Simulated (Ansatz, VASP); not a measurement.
# B2Ru in two plane-wave programs, part 2 of 2

One calculation is typed for both programs; each brings its own data sets. How far apart do they land? The structure shown comes from an earlier Ansatz run, which isn't shown and may have moved the atoms alone.

VASP 6.6.1 and Ansatz 0.2.0.

So far: The structure; Ansatz: elastic constants, LDA.

### 3. VASP: elastic constants, LDA

Level of this step: LDA; plane waves and PAW (B, Ru_pv) (VASP).

The same cell, functional (in two slightly different forms), mesh and smearing now go to VASP, with its own data sets.

Lines of VASP's logs that name or quote its potential files are left out, and so is its time.

INCAR reads:

```
SYSTEM = B2Ru
PREC = Accurate
ENCUT = 500
EDIFF = 1E-08
NELM = 120
ISMEAR = 1
SIGMA = 0.25
LREAL = .FALSE.
ALGO = Normal
GGA = CA
NBANDS = 26
LASPH = .TRUE.
LORBIT = 11
LWAVE = .FALSE.
LCHARG = .FALSE.
ISIF = 3
IBRION = 6
NFREE = 2
POTIM = 0.015
NSW = 1
GGA_COMPAT = .FALSE.
KPAR = 2
```

POSCAR reads:

```
B2Ru
1.0
    2.8356085590      0.0000000000      0.0000000000
    0.0000000000      4.5912571808      0.0000000000
    0.0000000000      0.0000000000      3.9990827546
B Ru
4 2
Direct
    0.0000000000      0.8035211174      0.3629744750
    0.0000000000      0.1964788826      0.3629744750
    0.5000000000      0.3035211174      0.6370255250
    0.5000000000      0.6964788826      0.6370255250
    0.0000000000      0.0000000000      0.8490459688
    0.5000000000      0.5000000000      0.1509540312
```

KPOINTS reads:

```
Automatic mesh
0
Gamma
8 6 6
0 0 0
```

The projector-augmented-wave data sets are B and Ru_pv (LDA family, release 64).

On the command line:

```console
mpirun -np 2 vasp_std
```

Numbers of over 12 decimals in the logs are rounded to 6 here.

The log of the run:

```text
[banner, memory and clock lines left out]
running    2 mpi-ranks, on    1 nodes
 distrk:  each k-point on    1 cores,    2 groups
 distr:  one band on    1 cores,    1 groups

 POSCAR found type information on POSCAR B Ru
 POSCAR found :  2 types and       6 ions
 LDA part: xc-table for (Slater(with rela. corr.)+CA(PZ))
 , standard interpolation
 POSCAR, INCAR and KPOINTS ok, starting setup
 FFT: planning ... GRIDC
 FFT: planning ... GRID_SOFT
 FFT: planning ... GRID
 WAVECAR not read
 entering main loop
       N       E                     dE             d eps       ncg     rms          rms(c)
DAV:   1     0.333174892997E+03    0.33317E+03   -0.21901E+04  4160   0.154E+03
DAV:   2    -0.443531109786E+02   -0.37753E+03   -0.37002E+03  4358   0.442E+02
DAV:   3    -0.595565169977E+02   -0.15203E+02   -0.14970E+02  5076   0.837E+01
DAV:   4    -0.597491244987E+02   -0.19261E+00   -0.19227E+00  4902   0.909E+00
DAV:   5    -0.597519072174E+02   -0.27827E-02   -0.27821E-02  5210   0.108E+00    0.390E+01
DAV:   6    -0.548906430630E+02    0.48613E+01   -0.52295E+01  4540   0.551E+01    0.923E+00
DAV:   7    -0.532126884566E+02    0.16780E+01   -0.14113E+01  4498   0.297E+01    0.734E+00
DAV:   8    -0.531025312192E+02    0.11016E+00   -0.43264E-01  4712   0.481E+00    0.199E+00
DAV:   9    -0.530958110701E+02    0.67201E-02   -0.35644E-02  4762   0.117E+00    0.230E-01
DAV:  10    -0.530952017138E+02    0.60936E-03   -0.37804E-03  4808   0.464E-01    0.852E-02
DAV:  11    -0.530951818165E+02    0.19897E-04   -0.31164E-04  4612   0.142E-01    0.256E-02
DAV:  12    -0.530951824785E+02   -0.66196E-06   -0.20600E-05  5116   0.365E-02    0.143E-02
DAV:  13    -0.530951812792E+02    0.11993E-05   -0.48248E-06  4800   0.165E-02    0.109E-03
DAV:  14    -0.530951813025E+02   -0.23264E-07   -0.26452E-07  4878   0.360E-03    0.137E-03
DAV:  15    -0.530951812989E+02    0.35943E-08   -0.50937E-08  4360   0.175E-03
   1 F= -.53095181E+02 E0= -.53096277E+02  d E =0.328685E-02
[... from here on, the cycles between the ionic steps are left out ...]
   2 F= -.53079205E+02 E0= -.53080305E+02  d E =0.329773E-02
   3 F= -.53070256E+02 E0= -.53071322E+02  d E =0.319980E-02
  18 F= -.53093310E+02 E0= -.53094406E+02  d E =0.328753E-02
  19 F= -.53093278E+02 E0= -.53094353E+02  d E =0.322601E-02
  20 F= -.53093929E+02 E0= -.53094987E+02  d E =0.317339E-02
  21 F= -.53093929E+02 E0= -.53094987E+02  d E =0.317341E-02
  22 F= -.53093075E+02 E0= -.53094086E+02  d E =0.303579E-02
  23 F= -.53093075E+02 E0= -.53094086E+02  d E =0.303585E-02
  24 F= -.53092662E+02 E0= -.53093852E+02  d E =0.356838E-02
 Finite differences progress:
  Degree of freedom:  12/ 12
  Displacement:        1/  2
  Total:              23/ 24
 bond charge predicted
       N       E                     dE             d eps       ncg     rms          rms(c)
DAV:   1    -0.530613641922E+02    0.31298E-01   -0.65789E+00  5164   0.349E+01    0.527E-01
DAV:   2    -0.530918916836E+02   -0.30527E-01   -0.32280E-01  4286   0.453E+00    0.270E-01
DAV:   3    -0.530914322151E+02    0.45947E-03   -0.89130E-03  5016   0.968E-01    0.197E-01
DAV:   4    -0.530911331153E+02    0.29910E-03   -0.13224E-03  4850   0.381E-01    0.945E-02
DAV:   5    -0.530910713426E+02    0.61773E-04   -0.28934E-04  4640   0.170E-01    0.247E-02
DAV:   6    -0.530910689697E+02    0.23729E-05   -0.40611E-05  4678   0.519E-02    0.159E-02
DAV:   7    -0.530910681668E+02    0.80288E-06   -0.33122E-06  4780   0.146E-02    0.482E-03
DAV:   8    -0.530910680920E+02    0.74788E-07   -0.42632E-07  5116   0.594E-03    0.132E-03
DAV:   9    -0.530910680887E+02    0.33697E-08   -0.48254E-08  4280   0.182E-03
  25 F= -.53091068E+02 E0= -.53092026E+02  d E =0.287334E-02
 Finite differences progress:
  Degree of freedom:  12/ 12
  Displacement:        2/  2
  Total:              24/ 24
```

From OUTCAR (step 3):

```text
ion  position               nearest neighbor table
   1  0.000  0.804  0.363-   2 1.80   4 1.86   4 1.86   5 2.14   6 2.16   6 2.16   5 2.24
   2  0.000  0.196  0.363-   1 1.80   3 1.86   3 1.86   5 2.14   6 2.16   6 2.16   5 2.24
   3  0.500  0.304  0.637-   4 1.80   2 1.86   2 1.86   6 2.14   5 2.16   5 2.16   6 2.24
   4  0.500  0.696  0.637-   3 1.80   1 1.86   1 1.86   6 2.14   5 2.16   5 2.16   6 2.24
   5  0.000  0.000  0.849-   1 2.14   2 2.14   3 2.16   4 2.16   3 2.16   4 2.16   1 2.24   2 2.24
                             6 2.96   6 2.96   6 2.96   6 2.96
   6  0.500  0.500  0.151-   3 2.14   4 2.14   1 2.16   2 2.16   1 2.16   2 2.16   3 2.24   4 2.24
                             5 2.96   5 2.96   5 2.96   5 2.96

  LATTYP: Found a simple orthorhombic cell.
 ALAT       =     2.8356085590
 B/A-ratio  =     1.4103084651
 C/A-ratio  =     1.6191435049

 Subroutine GETGRP returns: Found  8 space group operations
 (whereof  4 operations were pure point group operations)

The static configuration has the point symmetry C_2v.
 The point group associated with its full space group is D_2h.

 Found     80 irreducible k-points:

   k-points           NKPTS =     80   k-points in BZ     NKDIM =     80   number of bands    NBANDS=     26

   dimension x,y,z NGX =    24 NGY =   36 NGZ =   30
   dimension x,y,z NGXF=    48 NGYF=   72 NGZF=   60

   ENCUT  =  500.0 eV  36.75 Ry    6.06 a.u.   5.17  8.37  7.29*2*pi/ulx,y,z

   NELECT =      40.0000    total number of electrons

 k-points in reciprocal lattice and weights: Automatic mesh
   0.00000000  0.00000000  0.00000000       0.003
   0.12500000  0.00000000  0.00000000       0.007
   0.25000000  0.00000000  0.00000000       0.007
   0.37500000  0.00000000  0.00000000       0.007
   0.50000000  0.00000000  0.00000000       0.003
   0.00000000  0.16666667  0.00000000       0.007
   0.12500000  0.16666667  0.00000000       0.014
   0.25000000  0.16666667  0.00000000       0.014
   0.37500000  0.16666667  0.00000000       0.014
[...]
--------------------------------------------------------------------------------

 Eigenvectors and eigenvalues of the dynamical matrix
 ----------------------------------------------------

   1 f  =   25.426923 THz   159.762066 2PiTHz  848.150840 cm-1   105.157255 meV
             X         Y         Z           dx          dy          dz
      0.000000  3.689172  1.451565    -0.000000    0.470468    0.153669
      0.000000  0.902085  1.451565    -0.000000   -0.470468    0.153669
      1.417804  1.393544  2.547518    -0.000000   -0.470468    0.153669
      1.417804  3.197714  2.547518    -0.000000    0.470468    0.153669
      0.000000  0.000000  3.395405     0.000000   -0.000000   -0.100457
      1.417804  2.295629  0.603678     0.000000   -0.000000   -0.100457

   2 f  =   21.567906 THz   135.515149 2PiTHz  719.427902 cm-1    89.197652 meV
             X         Y         Z           dx          dy          dz
      0.000000  3.689172  1.451565     0.000000    0.300828    0.397556
      0.000000  0.902085  1.451565     0.000000   -0.300828    0.397556
      1.417804  1.393544  2.547518    -0.000000    0.300828   -0.397556
      1.417804  3.197714  2.547518    -0.000000   -0.300828   -0.397556
      0.000000  0.000000  3.395405     0.000000   -0.000000   -0.053881
      1.417804  2.295629  0.603678    -0.000000    0.000000    0.053881

   3 f  =   21.320055 THz   133.957855 2PiTHz  711.160481 cm-1    88.172622 meV
             X         Y         Z           dx          dy          dz
      0.000000  3.689172  1.451565     0.000000   -0.117072   -0.485586
      0.000000  0.902085  1.451565     0.000000   -0.117072    0.485586
      1.417804  1.393544  2.547518    -0.000000    0.117072   -0.485586
      1.417804  3.197714  2.547518     0.000000    0.117072    0.485586
      0.000000  0.000000  3.395405    -0.000000    0.031643   -0.000000
      1.417804  2.295629  0.603678    -0.000000   -0.031643    0.000000

   4 f  =   20.453367 THz   128.512296 2PiTHz  682.250891 cm-1    84.588292 meV
             X         Y         Z           dx          dy          dz
      0.000000  3.689172  1.451565     0.498494    0.000000   -0.000000
      0.000000  0.902085  1.451565     0.498494   -0.000000   -0.000000
      1.417804  1.393544  2.547518    -0.498494    0.000000    0.000000
      1.417804  3.197714  2.547518    -0.498494   -0.000000    0.000000
      0.000000  0.000000  3.395405     0.054840   -0.000000    0.000000
      1.417804  2.295629  0.603678    -0.054840   -0.000000   -0.000000

   5 f  =   20.431353 THz   128.373975 2PiTHz  681.516570 cm-1    84.497247 meV
             X         Y         Z           dx          dy          dz
      0.000000  3.689172  1.451565    -0.000000    0.397989   -0.294441
      0.000000  0.902085  1.451565    -0.000000   -0.397989   -0.294441
      1.417804  1.393544  2.547518     0.000000    0.397989    0.294441
      1.417804  3.197714  2.547518     0.000000   -0.397989    0.294441
      0.000000  0.000000  3.395405    -0.000000   -0.000000    0.099092
      1.417804  2.295629  0.603678     0.000000   -0.000000   -0.099092

   6 f  =   20.112489 THz   126.370494 2PiTHz  670.880415 cm-1    83.178533 meV
             X         Y         Z           dx          dy          dz
      0.000000  3.689172  1.451565     0.000000   -0.223553   -0.435115
      0.000000  0.902085  1.451565     0.000000   -0.223553    0.435115
      1.417804  1.393544  2.547518    -0.000000   -0.223553    0.435115
      1.417804  3.197714  2.547518    -0.000000   -0.223553   -0.435115
      0.000000  0.000000  3.395405     0.000000    0.146280    0.000000
      1.417804  2.295629  0.603678    -0.000000    0.146280    0.000000

   7 f  =   19.560109 THz   122.899790 2PiTHz  652.455006 cm-1    80.894074 meV
             X         Y         Z           dx          dy          dz
      0.000000  3.689172  1.451565     0.500000    0.000000    0.000000
      0.000000  0.902085  1.451565    -0.500000    0.000000   -0.000000
      1.417804  1.393544  2.547518     0.500000    0.000000   -0.000000
      1.417804  3.197714  2.547518    -0.500000    0.000000    0.000000
      0.000000  0.000000  3.395405    -0.000000   -0.000000    0.000000
      1.417804  2.295629  0.603678     0.000000   -0.000000    0.000000

   8 f  =   17.500223 THz   109.957142 2PiTHz  583.744596 cm-1    72.375073 meV
             X         Y         Z           dx          dy          dz
      0.000000  3.689172  1.451565    -0.000000    0.169293   -0.427039
      0.000000  0.902085  1.451565    -0.000000   -0.169293   -0.427039
      1.417804  1.393544  2.547518    -0.000000   -0.169293   -0.427039
      1.417804  3.197714  2.547518    -0.000000    0.169293   -0.427039
      0.000000  0.000000  3.395405     0.000000    0.000000    0.279205
      1.417804  2.295629  0.603678     0.000000   -0.000000    0.279205

   9 f  =   16.961672 THz   106.573329 2PiTHz  565.780483 cm-1    70.147808 meV
             X         Y         Z           dx          dy          dz
      0.000000  3.689172  1.451565    -0.000000    0.482335   -0.113183
      0.000000  0.902085  1.451565     0.000000    0.482335    0.113183
      1.417804  1.393544  2.547518     0.000000   -0.482335   -0.113183
      1.417804  3.197714  2.547518    -0.000000   -0.482335    0.113183
      0.000000  0.000000  3.395405     0.000000    0.095322   -0.000000
      1.417804  2.295629  0.603678     0.000000   -0.095322   -0.000000

  10 f  =   14.032568 THz    88.169227 2PiTHz  468.076093 cm-1    58.034013 meV
             X         Y         Z           dx          dy          dz
      0.000000  3.689172  1.451565     0.500000    0.000000   -0.000000
      0.000000  0.902085  1.451565    -0.500000    0.000000    0.000000
      1.417804  1.393544  2.547518    -0.500000    0.000000    0.000000
      1.417804  3.197714  2.547518     0.500000    0.000000   -0.000000
      0.000000  0.000000  3.395405     0.000000   -0.000000    0.000000
      1.417804  2.295629  0.603678     0.000000   -0.000000   -0.000000

  11 f  =   13.503445 THz    84.844647 2PiTHz  450.426441 cm-1    55.845736 meV
             X         Y         Z           dx          dy          dz
      0.000000  3.689172  1.451565     0.453802   -0.000000    0.000000
      0.000000  0.902085  1.451565     0.453802   -0.000000   -0.000000
      1.417804  1.393544  2.547518     0.453802   -0.000000   -0.000000
      1.417804  3.197714  2.547518     0.453802   -0.000000    0.000000
      0.000000  0.000000  3.395405    -0.296862    0.000000   -0.000000
      1.417804  2.295629  0.603678    -0.296862    0.000000    0.000000

  12 f  =   13.100214 THz    82.311070 2PiTHz  436.976093 cm-1    54.178106 meV
             X         Y         Z           dx          dy          dz
      0.000000  3.689172  1.451565     0.000000    0.394882   -0.246322
      0.000000  0.902085  1.451565     0.000000    0.394882    0.246322
      1.417804  1.393544  2.547518     0.000000    0.394882    0.246322
      1.417804  3.197714  2.547518     0.000000    0.394882   -0.246322
      0.000000  0.000000  3.395405    -0.000000   -0.258432   -0.000000
      1.417804  2.295629  0.603678    -0.000000   -0.258432    0.000000

  13 f  =    8.519997 THz    53.532719 2PiTHz  284.196502 cm-1    35.235860 meV
             X         Y         Z           dx          dy          dz
      0.000000  3.689172  1.451565     0.000000   -0.033276    0.072484
      0.000000  0.902085  1.451565     0.000000    0.033276    0.072484
      1.417804  1.393544  2.547518     0.000000   -0.033276   -0.072484
      1.417804  3.197714  2.547518     0.000000    0.033276   -0.072484
      0.000000  0.000000  3.395405     0.000000    0.000000    0.698053
      1.417804  2.295629  0.603678     0.000000    0.000000   -0.698053
    [... 43 further lines ...]
      0.000000  0.000000  3.395405    -0.000000    0.000000    0.641836
      1.417804  2.295629  0.603678    -0.000000    0.000000    0.641836

 ELASTIC MODULI CONTR FROM IONIC RELAXATION (kBar)
 Direction    XX          YY          ZZ          XY          YZ          ZX
 --------------------------------------------------------------------------------
 XX        -568.9671    230.1271    169.2908     -0.0000     -0.0000      0.0000
 YY         230.1271   -304.5318   -364.4293      0.0000      0.0000     -0.0000
 ZZ         169.2908   -364.4293   -618.8425     -0.0000      0.0000     -0.0000
 XY          -0.0000      0.0000     -0.0000   -286.4805      0.0000      0.0000
 YZ          -0.0000      0.0000      0.0000      0.0000   -505.6365     -0.0000
 ZX           0.0000     -0.0000     -0.0000      0.0000     -0.0000   -763.0061
 --------------------------------------------------------------------------------

 TOTAL ELASTIC MODULI (kBar)
 Direction    XX          YY          ZZ          XY          YZ          ZX
 --------------------------------------------------------------------------------
 XX        5021.3223   2115.7732   1470.0053     -0.0000     -0.0000      0.0000
 YY        2115.7732   5656.3344   1670.5535      0.0000      0.0000     -0.0000
 ZZ        1470.0053   1670.5535   7791.6215     -0.0000      0.0000     -0.0000
 XY          -0.0000      0.0000     -0.0000   1889.8244      0.0000      0.0000
 YZ          -0.0000      0.0000      0.0000      0.0000   2474.9842     -0.0000
 ZX           0.0000     -0.0000     -0.0000      0.0000     -0.0000   1077.1662
 --------------------------------------------------------------------------------

 total charge
# of ion       s       p       d       tot
------------------------------------------
    1        0.688   1.246   0.000   1.934
    2        0.688   1.246   0.000   1.934
    3        0.688   1.246   0.000   1.934
    4        0.688   1.246   0.000   1.934
    5        0.392   6.427   6.170  12.989
    6        0.392   6.427   6.170  12.989
--------------------------------------------------
tot          3.537  17.837  12.340  33.713
```

The last energy, forces, stress and levels in OUTCAR belong to the last displaced cell, not to the cell of POSCAR.

Levels, forces or a CONTCAR printed for this step are those of its last displaced cell, not of the structure at rest.

### 4. Side by side

Known differences besides the potentials themselves: the two LDA forms differ slightly; the data sets hold 44 valence electrons in Ansatz (on its default PAW (the set named soft_2) files) and 40 in VASP; the cutoff is 420 eV in Ansatz and 500 eV in VASP; VASP's log shows a relativistic correction to its local exchange, Ansatz's none; VASP takes each elastic constant from one size of strain, Ansatz from those that its log lists. Total energies have different zeros and are not compared.

The two programs side by side:

```tsv
quantity	Ansatz	VASP	difference
C11 (GPa)	500.1	502.1	-0.41 %
C22 (GPa)	564.6	565.6	-0.19 %
C33 (GPa)	775.7	779.2	-0.44 %
C12 (GPa)	209.1	211.6	-1.16 %
C13 (GPa)	146.0	147.0	-0.65 %
C23 (GPa)	164.8	167.1	-1.38 %
C44 (GPa)	246.9	247.5	-0.25 %
C55 (GPa)	107.9	107.7	+0.16 %
C66 (GPa)	188.2	189.0	-0.40 %
```

### 5. Results

- difference in C23 (elastic constants, LDA): -1.4 %

The difference in C23 is -1.4 % (elastic constants, LDA), within the 5 % picked in this series as the mark of a large difference. The data sets hold unlike numbers of valence electrons (44 in Ansatz and 40 in VASP), so part of the differences comes from the potentials. How closely two codes agree says nothing of how well the functional describes the real material.

[Lines on the potential files, build, host, timing and source positions are cut from VASP's logs without a mark.]

[Logs are printed without paths, hosts, clocks, repeated set-up lines and the standing remarks that a program may print on its own settings, such as how far it seeks lower states.]

[Hosts, paths, dates, database ids (printed as entryN), source tags and the programs' standing remarks are cut or masked in the printed files.]
